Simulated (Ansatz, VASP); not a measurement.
Ti in VASP and in Ansatz

```xyz
1
Lattice="-1.6225 1.6225 1.6225 1.6225 -1.6225 1.6225 1.6225 1.6225 -1.6225" Properties=species:S:1:pos:R:3 pbc="T T T"
Ti    0.0000    0.0000    0.0000
```

Alike in both runs: functional PBE; k mesh 18 × 18 × 18; occupations gaussian, width 0.1 eV; no spin polarisation.

Ansatz relaxed the structure, and its values are those at the end. VASP's run is a single point on that final structure, the one shown.

|  | VASP | Ansatz |
| --- | --- | --- |
| version | VASP 6.6.1 | Ansatz 0.2.0 |
| potentials or method | VASP PAW PBE potentials, release 64 (Ti_sv) | scalar-relativistic, plane waves, PAW |
| plane-wave cutoff (eV) | 520 | 420 |
| valence electrons in the cell | 12 | 12 |

```csv
,VASP,Ansatz,Ansatz less VASP
gap on the k mesh at the Fermi level (eV),none,none,-
pressure (GPa),0.7,1.1,+0.33
```

A gap of «none» marks a metal or a gap that the smearing closes. The functional is the same, so the differences come from potentials, cutoffs and numerics.
